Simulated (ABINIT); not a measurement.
Runs of ABINIT 10.8.3 (patched build) on BN. It takes space group F-43m (No. 216, cubic). The conventional cell has a = 3.626 Å, b = 3.626 Å, c = 3.626 Å, α = 90.00°, β = 90.00°, γ = 90.00°. Around N (site symmetry -43m) lie 4 B at 1.57 Å. B (site symmetry -43m) has 4 N at 1.57 Å as nearest neighbours. The cell is a database's computed one.

```tsv
task	level	cell	dispersion computed by	cell freedom (optcell)	cutoff smearing ecutsm (Ha)	optimiser (ionmov)	force stop (Ha/bohr)	gap on the mesh (eV)	pressure (GPa)	V0 of scaled cells (Å³/atom)	B0 (GPa)
equation of state	PBE+D4	as given	dftd4 4.3.1	-	-	-	-	-	-	5.87	(a)
equation of state	PBE+D3(BJ)	as given	simple-dftd3 1.7.0	-	-	-	-	-	-	5.86	(b)
equation of state	PBE	as given	-	-	-	-	-	-	-	5.95	372
equation of state	PBE+D3	as given	simple-dftd3 1.7.0	-	-	-	-	-	-	5.91	378
relaxation of cell and atoms	PBE	relaxed to 10 GPa	-	2	0.5	2	5e-05	4.55	10.0	-	-
relaxation of cell and atoms	PBE	relaxed to 20 GPa	-	2	0.5	2	5e-05	4.57	20.0	-	-
relaxation of cell and atoms	PBE	relaxed to 30 GPa	-	2	0.5	2	5e-05	4.60	30.0	-	-
relaxation of cell and atoms	PBE	relaxed	-	2	0.5	2	5e-05	4.52	0.0	-	-
```

Alike in all rows: potentials or basis JTH PAW PBE v2.0; no spin polarisation; k mesh 13 × 13 × 13; cutoff (eV) 707; smearing fermi-dirac 0.05 eV.

Task: Fill in the values left out.

Result: (a) 385; (b) 382.

Caveats: pressures at fixed basis lie under the slope of the energies (some runs); an odd mesh through Γ misses points on the zone boundary, where band edges often lie (some runs); the atomic spheres overlap (some runs).
